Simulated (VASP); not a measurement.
# BeSe (F-43m) in VASP: further runs

The runs below take BeSe through relaxation of cell and atoms, with PBE.

Program: VASP 6.6.1. These are calculated values, not measurements. Logs are shortened: lines on timing, memory, paths and dates and some standing lists are left out, and cuts for length are marked.

## Step 1: The crystal as given

Symmetry: F-43m, No. 216, cubic system. The conventional cell has a = 5.070 Å, b = 5.070 Å, c = 5.070 Å, α = 90.00°, β = 90.00°, γ = 90.00°. Be (site symmetry -43m) has 4 Se at 2.20 Å as nearest neighbours. Se (site symmetry -43m) is surrounded by 4 Be at 2.20 Å.

## Step 2: Relaxation of cell and atoms, PBE

INCAR reads:

```
SYSTEM = BeSe
  PREC = Accurate
  ENCUT = 520
  EDIFF = 1E-7
  ISMEAR = 0
  SIGMA = 1.0
  LREAL = .False.
  LASPH = .True.
  NELM = 60
  ALGO = Normal
  ISIF = 3
  LWAVE = .False.
  LCHARG = .False.
  GGA = PE
  IBRION = 2
  NSW = 80
  EDIFFG = -0.002
```

KPOINTS reads:

```
regular mesh
0
Gamma
  10 10 10
  0 0 0
```

POSCAR reads:

```
BeSe
1.0
    0.0000000000      2.5350000000      2.5350000000
    2.5350000000      0.0000000000      2.5350000000
    2.5350000000      2.5350000000      0.0000000000
Be Se
1 1
Direct
    0.0000000000      0.0000000000      0.0000000000
    0.2500000000      0.2500000000      0.2500000000
```

Potentials or basis: VASP PAW PBE potentials, release 64 (Be, Se).

On the command line:

```bash
$ cat potpaw_PBE.64/Be/POTCAR potpaw_PBE.64/Se/POTCAR > POTCAR
$ mpirun -np 1 vasp_std > vasp.out
```

OUTCAR:

```text
SYSTEM = BeSe
   PREC = Accurate
   ENCUT = 520
   EDIFF = 1E-7
   ISMEAR = 0
   LREAL = .False.
   LASPH = .True.
   NELM = 60
   ISIF = 3
   GGA = PE
   IBRION = 2
   NSW = 80
   EDIFFG = -0.002

 ion  position               nearest neighbor table
   1  0.000  0.000  0.000-   2 2.20   2 2.20   2 2.20   2 2.20
   2  0.250  0.250  0.250-   1 2.20   1 2.20   1 2.20   1 2.20

  LATTYP: Found a face centered cubic cell.
 ALAT       =     5.0700000000

  Lattice vectors:

 A1 = (   0.0000000000,   2.5350000000,   2.5350000000)
 A2 = (   2.5350000000,   0.0000000000,   2.5350000000)
 A3 = (   2.5350000000,   2.5350000000,   0.0000000000)

Analysis of symmetry for initial positions (statically):
=====================================================================
 Subroutine PRICEL returns:
 Original cell was already a primitive cell.

 Routine SETGRP: Setting up the symmetry group for a
 face centered cubic supercell.

 Subroutine GETGRP returns: Found 24 space group operations
 (whereof 24 operations were pure point group operations)
 out of a pool of 48 trial point group operations.

The static configuration has the point symmetry T_d .

Analysis of symmetry for dynamics (positions and initial velocities):
=====================================================================
 Subroutine PRICEL returns:
 Original cell was already a primitive cell.

 Routine SETGRP: Setting up the symmetry group for a
 face centered cubic supercell.

 Subroutine GETGRP returns: Found 24 space group operations
 (whereof 24 operations were pure point group operations)
 out of a pool of 48 trial point group operations.

The dynamic configuration has the point symmetry T_d .

 Subroutine INISYM returns: Found 24 space group operations
 (whereof 24 operations are pure point group operations),
 and found     1 'primitive' translations

----------------------------------------------------------------------------------------

                                     Primitive cell

  volume of cell :      32.5810

  direct lattice vectors                    reciprocal lattice vectors
     0.000000000  2.535000000  2.535000000    -0.197238659  0.197238659  0.197238659
     2.535000000  0.000000000  2.535000000     0.197238659 -0.197238659  0.197238659
     2.535000000  2.535000000  0.000000000     0.197238659  0.197238659 -0.197238659

  length of vectors
     3.585031381  3.585031381  3.585031381     0.341627378  0.341627378  0.341627378

  position of ions in fractional coordinates (direct lattice)
     0.000000000  0.000000000  0.000000000
     0.250000000  0.250000000  0.250000000

  ion indices of the primitive-cell ions
   primitive index   ion index
                 1           1
                 2           2

----------------------------------------------------------------------------------------

 KPOINTS: regular mesh

Automatic generation of k-mesh.
 Grid dimensions read from file:
 generate k-points for:   10   10   10

 Generating k-lattice:

  Cartesian coordinates                     Fractional coordinates (reciprocal lattice)
    -0.019723866  0.019723866  0.019723866     0.100000000  0.000000000  0.000000000
     0.019723866 -0.019723866  0.019723866     0.000000000  0.100000000  0.000000000
     0.019723866  0.019723866 -0.019723866     0.000000000  0.000000000  0.100000000

  Length of vectors
     0.034162738  0.034162738  0.034162738

  Shift w.r.t. Gamma in fractional coordinates (k-lattice)
     0.000000000  0.000000000  0.000000000

 Subroutine IBZKPT returns following result:
 ===========================================

 Found     47 irreducible k-points:

 Following reciprocal coordinates:
            Coordinates               Weight
  0.000000  0.000000  0.000000      1.000000
  0.100000  0.000000  0.000000      8.000000
  0.200000  0.000000  0.000000      8.000000
  0.300000  0.000000  0.000000      8.000000
  0.400000  0.000000  0.000000      8.000000
  0.500000  0.000000  0.000000      4.000000
[... 16 lines left out ...]
  0.300000  0.300000  0.000000      6.000000
  0.400000  0.300000  0.000000     24.000000
 [... further k-points ...]
   k-points           NKPTS =     47   k-points in BZ     NKDIM =     47   number of bands    NBANDS=      8
   number of dos      NEDOS =    301   number of ions     NIONS =      2
   total plane-waves  NPLWV =  21952
   dimension x,y,z NGX =    28 NGY =   28 NGZ =   28
   dimension x,y,z NGXF=    56 NGYF=   56 NGZF=   56
   ions per type =               1   1
   NGX,Y,Z   is equivalent  to a cutoff of  12.98, 12.98, 12.98 a.u.
   NGXF,Y,Z  is equivalent  to a cutoff of  25.97, 25.97, 25.97 a.u.
 SYSTEM =  BeSe
   PREC   = accura    normal or accurate (medium, high low for compatibility)
   ISTART =      0    job   : 0-new  1-cont  2-samecut
   ICHARG =      2    charge: 1-file 2-atom 10-const
   ISPIN  =      1    spin polarized calculation?
   LNONCOLLINEAR =      F non collinear calculations
   LSORBIT =      F    spin-orbit coupling
   LASPH  =      T    aspherical Exc in radial PAW
   ENCUT  =  520.0 eV  38.22 Ry    6.18 a.u.   6.67  6.67  6.67*2*pi/ulx,y,z
   NELM   =     60;   NELMIN=  2; NELMDL= -5     # of ELM steps
   EDIFF  = 0.1E-06   stopping-criterion for ELM
   LREAL  =      F    real-space projection
   EDIFFG = -.2E-02   stopping-criterion for IOM
   NSW    =     80    number of steps for IOM
   IBRION =      2    ionic relax: 0-MD 1-quasi-New 2-CG
   NFREE  =      1    steps in history (QN), initial steepest desc. (CG)
   ISIF   =      3    stress and relaxation
   ISYM   =      2    0-nonsym 1-usesym 2-fastsym
   POTIM  = 0.5000    time-step for ionic-motion
   TEBEG  =    0.0;   TEEND  =   0.0 temperature during run
   PSTRESS=    0.0 pullay stress
   NELECT =       8.0000    total number of electrons
   NUPDOWN=      -1.0000    fix difference up-down
   EMIN   =  10.00;   EMAX   =-10.00  energy-range for DOS
   EFERMI =   0.00;   METHOD = LEGACY
   ISMEAR =     0;   SIGMA  =   1.00  broadening in eV -4-tet -1-fermi 0-gaus
   EFERMI_NEDOS =   21; number of points for ismear=-14 and -15
   IALGO  =     38    algorithm
   IMIX   =      4    mixing-type and parameters
     AMIX     =   0.40;   BMIX     =  1.00
     AMIX_MAG =   1.60;   BMIX_MAG =  1.00
  volume/ion in A,a.u.               =      16.29       109.93
  Fermi-wavevector in a.u.,A,eV,Ry     =   1.025141  1.937235 14.298549  1.050914
  Thomas-Fermi vector in A             =   2.158965
   LORBIT       =      0    0 simple, 1 ext, 2 COOP (PROOUT), +10 PAW based schemes
   GGA     = PE    functional components
   LHFCALC =     F    Hartree Fock is set to
   AEXX    =    0.0000 exact exchange contribution
   IVDW    =     0    specifies the selected vdW correction
   LEPSILON=     F    determine dielectric tensor
   LRPA    =     F    only Hartree local field effects (RPA)
 conjugate gradient relaxation of ions
 non-spin polarized calculation
 Gauss-broadening in eV      SIGMA  =   1.00
  energy-cutoff  :      520.00
  volume of cell :       32.58
 maximum number of plane-waves:       899
   NGX = 13   NGY = 13   NGZ = 13

--------------------------------------- Ionic step        1  -------------------------------------------

 number of electron       8.0000001 magnetization

 Free energy of the ion-electron system (eV)
  ---------------------------------------------------
  ext. energy  EPLUGINS =         0.00000000
  ---------------------------------------------------
  free energy    TOTEN  =        -8.82389637 eV

  energy without entropy =       -8.81743418  energy(sigma->0) =       -8.82066527

 E-fermi :   5.1839     XC(G=0):  -9.6097

 val. band max:        3.7805314977   @ k =   0.0000   0.0000   0.0000
 cond. band min:       6.3035048646   @ k =   0.5000   0.5000   0.0000
 fundamental gap:      2.5229733669
 Fermi energy:         5.1838851625

 k-point     1 :       0.0000    0.0000    0.0000
  band No.  band energies     occupation
      1     -10.3099      2.00000
      2       3.7805      1.95282
      3       3.7805      1.95282
      4       3.7805      1.95282
      5       8.4748      0.00000
      6       8.7803      0.00000
      7       8.7803      0.00000
      8       8.7803      0.00000

 k-point     2 :       0.1000    0.0000    0.0000
  band No.  band energies     occupation
      1     -10.2043      2.00000
      2       2.8274      1.99914
      3       3.6286      1.97216
      4       3.6286      1.97216
      5       8.5112      0.00000
      6       9.0301      0.00000
      7       9.0301      0.00000
      8       9.7192      0.00000
[... 300 lines left out ...]
 POSITION                                       TOTAL-FORCE (eV/Angst)
 -----------------------------------------------------------------------------------
     -0.00000      2.60438      2.60438         0.000000     -0.000000      0.000000
      1.30219      1.30219      1.30219        -0.000000      0.000000     -0.000000
 -----------------------------------------------------------------------------------
    total drift:                                0.000000      0.000000      0.000000

  FREE ENERGIE OF THE ION-ELECTRON SYSTEM (eV)
  ---------------------------------------------------
  free  energy   TOTEN  =        -8.8581583965 eV

  energy  without entropy=       -8.8524383566  energy(sigma->0) =       -8.85529838

--------------------------------------- Ionic step        3  -------------------------------------------

 number of electron       7.9999999 magnetization

 Free energy of the ion-electron system (eV)
  ---------------------------------------------------
  ext. energy  EPLUGINS =         0.00000000
  ---------------------------------------------------
  free energy    TOTEN  =        -8.86015179 eV

  energy without entropy =       -8.85431581  energy(sigma->0) =       -8.85723380

 E-fermi :   4.6292     XC(G=0):  -9.3439

 val. band max:        3.1543717264   @ k =   0.0000   0.0000   0.0000
 cond. band min:       5.8227060947   @ k =   0.5000   0.5000   0.0000
 fundamental gap:      2.6683343683
 Fermi energy:         4.6291631248

 k-point     1 :       0.0000    0.0000    0.0000
  band No.  band energies     occupation
      1     -10.5070      2.00000
      2       3.1544      1.96299
      3       3.1544      1.96299
      4       3.1544      1.96299
      5       7.3616      0.00011
      6       8.1672      0.00000
      7       8.1672      0.00000
      8       8.1672      0.00000

 k-point     2 :       0.1000    0.0000    0.0000
  band No.  band energies     occupation
      1     -10.4112      2.00000
      2       2.2563      1.99921
      3       3.0186      1.97726
      4       3.0186      1.97726
      5       7.6237      0.00002
      6       8.3954      0.00000
      7       8.3954      0.00000
      8       8.8192      0.00000
[... 264 lines left out ...]
 POSITION                                       TOTAL-FORCE (eV/Angst)
 -----------------------------------------------------------------------------------
      0.00000      0.00000      0.00000        -0.000000     -0.000000     -0.000000
      1.29532      1.29532      1.29532         0.000000      0.000000      0.000000
 -----------------------------------------------------------------------------------
    total drift:                                0.000000      0.000000      0.000000

  FREE ENERGIE OF THE ION-ELECTRON SYSTEM (eV)
  ---------------------------------------------------
  free  energy   TOTEN  =        -8.8601517940 eV

  energy  without entropy=       -8.8543158116  energy(sigma->0) =       -8.85723380

 reached required accuracy - stopping structural energy minimisation
```

Wall time 25 s (1 thread of Intel Xeon 6975P-C (Granite Rapids), shared host); peak memory 0.16 GiB.

Results:

```
Free energy                            : -8.8602 eV
Relaxed volume                         : 17.39 Å³/atom
Relaxed cell                           : a = 3.664 Å, b = 3.664 Å, c = 3.664 Å, α = 60.00°, β = 60.00°, γ = 60.00°
Space group after relaxing (to 0.05 Å) : F-43m (No. 216)
Energy gained by relaxing              : 18.1 meV/atom
Ionic steps                            : 3
Pressure after relaxing                : 0.0 GPa
Band gap on the k mesh                 : 2.67 eV, indirect (least direct gap 4.21 eV)
```

Step by step:
| step | energy change (eV) | largest force (eV/Å) | pressure (GPa) | volume (Å³) |
| --- | --- | --- | --- | --- |
| 1 | 0.0000 | 0.0000 | 5.58 | 32.58 |
| 2 | -0.0343 | 0.0000 | -1.14 | 35.33 |
| 3 | -0.0363 | 0.0000 | 0.02 | 34.77 |

Final structure:
```xyz
2
Lattice="0.0000 2.5906 2.5906 2.5906 0.0000 2.5906 2.5906 2.5906 0.0000" Properties=species:S:1:pos:R:3 pbc="T T T"
Be    0.0000    0.0000    0.0000
Se    1.2953    1.2953    1.2953
```

A k mesh can miss the band edges. Zero-point motion and thermal expansion aren't in these numbers.

## Step 3: Relaxation of cell and atoms, PBE

This run uses another cell than the first one, of 17.39 Å³/atom, 1.067 times its volume.

INCAR is that of step 2.

KPOINTS is that of step 2.

POSCAR reads:

```
BeSe                                    
1.0
   -0.0000000000      2.5906389316      2.5906389316
    2.5906389316     -0.0000000000      2.5906389316
    2.5906389316      2.5906389316      0.0000000000
  Be              Se            
     1     1
Direct
     0.0000000000000000    0.0000000000000000    0.0000000000000000
     0.2500000000000000    0.2500000000000000    0.2500000000000000
```

Potentials or basis: VASP PAW PBE potentials, release 64 (Be, Se).

On the command line:

```bash
$ cat potpaw_PBE.64/Be/POTCAR potpaw_PBE.64/Se/POTCAR > POTCAR
$ mpirun -np 1 vasp_std > vasp.out
```

OUTCAR:

```text
SYSTEM = BeSe
   PREC = Accurate
   ENCUT = 520
   EDIFF = 1E-7
   ISMEAR = 0
   LREAL = .False.
   LASPH = .True.
   NELM = 60
   ISIF = 3
   GGA = PE
   IBRION = 2
   NSW = 80
   EDIFFG = -0.002

 ion  position               nearest neighbor table
   1  0.000  0.000  0.000-   2 2.24   2 2.24   2 2.24   2 2.24
   2  0.250  0.250  0.250-   1 2.24   1 2.24   1 2.24   1 2.24

  LATTYP: Found a face centered cubic cell.
[... 458 lines left out ...]

  FORCE on cell =-STRESS in cart. coord.  units (eV):
  Direction    XX          YY          ZZ          XY          YZ          ZX
  --------------------------------------------------------------------------------------
  -------------------------------------------------------------------------------------
  Total        0.0038517      0.0038517      0.0038517      0.0000000     -0.0000000     -0.0000000
  in kB        0.1774656      0.1774656      0.1774656      0.0000000     -0.0000000     -0.0000000
  external PRESSURE =       0.1774656 kB  Pullay stress =       0.0000000 kB

 VOLUME and BASIS-vectors are now :
 -----------------------------------------------------------------------------
  energy-cutoff  :      520.00
  volume of cell :       34.77
      direct lattice vectors                 reciprocal lattice vectors
     0.000000000  2.590638932  2.590638932    -0.193002581  0.193002581  0.193002581
     2.590638932  0.000000000  2.590638932     0.193002581 -0.193002581  0.193002581
     2.590638932  2.590638932  0.000000000     0.193002581  0.193002581 -0.193002581

 POSITION                                       TOTAL-FORCE (eV/Angst)
 -----------------------------------------------------------------------------------
      0.00000      0.00000      0.00000        -0.000000     -0.000000     -0.000000
      1.29532      1.29532      1.29532         0.000000      0.000000      0.000000
 -----------------------------------------------------------------------------------
    total drift:                                0.000000      0.000000      0.000000

  FREE ENERGIE OF THE ION-ELECTRON SYSTEM (eV)
  ---------------------------------------------------
  free  energy   TOTEN  =        -8.8602443035 eV

  energy  without entropy=       -8.8544073308  energy(sigma->0) =       -8.85732582

 reached required accuracy - stopping structural energy minimisation
```

CONTCAR:

```text
BeSe
   1.00000000000000
     0.0000000000000000    2.5906389316000000    2.5906389316000000
     2.5906389316000000    0.0000000000000000    2.5906389316000000
     2.5906389316000000    2.5906389316000000    0.0000000000000000
  Be              Se
     1     1
Direct
     0.0000000000000000    0.0000000000000000    0.0000000000000000
     0.2500000000000000    0.2500000000000000    0.2500000000000000

  0.00000000E+00  0.00000000E+00  0.00000000E+00
  0.00000000E+00  0.00000000E+00  0.00000000E+00
```

It took 14 s on 1 thread of Intel Xeon 6975P-C (Granite Rapids), shared host; peak memory 0.15 GiB.

What came out:

- Free energy: -8.8602 eV
- Pressure after relaxing: 0.0 GPa
- Band gap on the k mesh: 2.67 eV, indirect (least direct gap 4.21 eV)

Final structure:
```
Be Se
1.0
     0.00000    2.59064    2.59064
     2.59064    0.00000    2.59064
     2.59064    2.59064    0.00000
Be Se
1 1
Direct
  0.00000 0.00000 0.00000
  0.25000 0.25000 0.25000
```

Levels at points of the mesh, in eV from the valence-band top:
```tsv
k point	band 1	band 2	band 3	band 4	band 5	band 6	band 7	band 8
(0.00, 0.00, 0.00)	-13.66	0.00	0.00	0.00	4.21	5.01	5.01	5.01
(0.50, 0.00, 0.00)	-12.37	-5.57	-1.04	-1.04	4.26	5.96	5.96	9.95
(0.50, 0.50, 0.00)	-11.93	-4.97	-2.58	-2.58	2.67	4.21	11.53	11.53
```

Caveat: the relaxation stopped at its first step, so nothing moved. A k mesh can miss the band edges.
